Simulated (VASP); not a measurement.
Crystal: LiF (Griceite).

```xyz
2
Lattice="0.0000 2.0140 2.0140 2.0140 0.0000 2.0140 2.0140 2.0140 0.0000" Properties=species:S:1:pos:R:3 pbc="T T T"
Li    0.0000    0.0000    0.0000
F     2.0140    2.0140    2.0140
```

Base run:

* Program: VASP 6.6.1
* Functional: PBEsol
* Potentials or basis: VASP PAW PBE potentials, release 64 (Li_sv, F)
* Cutoff: 520 eV
* k mesh: 8 × 8 × 8
* Occupations: gaussian, width 0.03 eV
* Spin: no spin polarisation

Its results: band gap on the k mesh 8.92 eV, direct.

Question: The run is repeated on the same cell with these changes: functional from PBEsol to PBE. What comes out?

Answer: Band gap on the k mesh 9.09 eV, direct.

A k mesh can miss the band edges.
